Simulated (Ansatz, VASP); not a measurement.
## Two plane-wave programs on CdSe

```
CELL_PARAMETERS angstrom
0.00000 2.89299 2.89299
2.89299 0.00000 2.89299
2.89299 2.89299 0.00000
ATOMIC_POSITIONS crystal
Cd 0.00000 0.00000 0.00000
Se 0.50000 0.50000 0.50000
```

Change from the starting cell: volume scaled by 1.02.

Alike in both runs: task single point; functional PBE; k mesh 8 × 8 × 8; occupations fermi-dirac, width 0.05 eV; no spin polarisation.

|  | VASP | Ansatz |
| --- | --- | --- |
| version | VASP 6.6.1 | Ansatz 0.2.0 |
| potentials or method | VASP PAW PBE potentials, release 64 (Cd, Se) | Ansatz PAW |
| plane-wave cutoff (eV) | 520 | 420 |
| valence electrons in the cell | 18 | 36 |

VASP gave:

- gap on the k mesh at the Fermi level (eV): none
- pressure (GPa): -1.1

**Question.** Which values does Ansatz return?

**Answer.** gap on the k mesh at the Fermi level (eV): none; pressure (GPa): -1.4.

A gap of «none» marks a metal or a gap that the smearing closes. The functional is the same, so the differences come from potentials, cutoffs and numerics. The two sets of potentials don't hold the same shells in valence.
